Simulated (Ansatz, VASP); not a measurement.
## Two plane-wave programs on KI

```
I K
1.0
     0.00000    3.60206    3.60206
     3.60206    0.00000    3.60206
     3.60206    3.60206    0.00000
I K
1 1
Direct
  0.50000 0.50000 0.50000
  0.00000 0.00000 0.00000
```

Change from the starting cell: volume scaled by 1.06.

Alike in both runs: task single point; functional PBEsol; k mesh 7 × 7 × 7; occupations fermi-dirac, width 0.05 eV; no spin polarisation.

|  | VASP | Ansatz |
| --- | --- | --- |
| version | VASP 6.6.1 | Ansatz 0.2.0 |
| potentials or method | VASP PAW PBE potentials, release 64 (I, K_sv) | Ansatz PAW |
| plane-wave cutoff (eV) | 520 | 420 |
| valence electrons in the cell | 16 | 26 |

```csv
,VASP,Ansatz,Ansatz less VASP
gap on the k mesh at the Fermi level (eV),3.70,3.70,+0.004
least direct gap on the mesh (eV),3.70,3.70,+0.004
pressure (GPa),-0.8,-0.8,-0.02
```

The two sets of potentials don't hold the same shells in valence.

Caveats: spin-orbit coupling is left out, which moves the levels of the heavy elements; the PAW data sets were made with another functional, which shifts forces and pressure a little (VASP); an odd mesh through Γ misses points on the zone boundary, where band edges often lie (VASP); odd divisions of the mesh miss points on the zone boundary, where band edges often lie, so the gap on the mesh can be too wide (Ansatz); the PAW data sets come from PBE, with cores solved anew for the run's functional, which leaves a small shift of forces and pressure (Ansatz).
